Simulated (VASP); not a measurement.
Crystal: CdTe.

```
CELL_PARAMETERS angstrom
0.00000 2.97526 2.97526
2.97526 0.00000 2.97526
2.97526 2.97526 0.00000
ATOMIC_POSITIONS crystal
Te 0.75000 0.75000 0.75000
Cd 0.00000 0.00000 0.00000
```

The cell isn't the ideal one: volume scaled by 0.8.

- Program: VASP 6.6.1
- Task: relaxation of cell and atoms
- Functional: RPBE
- Dispersion: D4
- Potentials or basis: VASP PAW PBE potentials, release 64 (Te, Cd)
- Cutoff: 600 eV
- k mesh: 5 × 5 × 5
- Occupations: gaussian, width 0.025 eV
- Spin: non-collinear spin, zero start, spin-orbit coupling
- Starting moments: [[0.0, 0.0, 0.0], [0.0, 0.0, 0.0]] μB

At the start: pressure 20.6 GPa; volume 26.34 Å³/atom.

**Question.** How do energy, volume and symmetry change on relaxing?

**Answer.** Over 5 steps the energy falls by 414.3 meV/atom and the volume is 34.78 Å³/atom (+32.1 %); space group F-43m (No. 216, to 0.05 Å); moment 0.00 μB per cell.

The path:
| step | energy change (eV) | largest force (eV/Å) | pressure (GPa) | volume (Å³) |
| --- | --- | --- | --- | --- |
| 1 | 0.0000 | 0.0000 | 20.63 | 52.67 |
| 2 | -0.6097 | 0.0000 | -4.42 | 82.99 |
| 3 | -0.8286 | 0.0000 | 0.13 | 69.34 |
| 4 | -0.8286 | 0.0000 | -0.07 | 69.71 |
| 5 | -0.8287 | 0.0000 | 0.01 | 69.56 |

Final structure:
```
Te Cd
1.0
     0.00000    3.26418    3.26418
     3.26418    0.00000    3.26418
     3.26418    3.26418    0.00000
Te Cd
1 1
Direct
  0.75000 0.75000 0.75000
  0.00000 0.00000 0.00000
```

Caveat: the k mesh is coarse (spacing up to 0.37 Å⁻¹), so the values aren't converged; the volume moved by over 15 % at a fixed basis, so the end points are rough; the PAW data sets were made with another functional, which shifts forces and pressure a little.
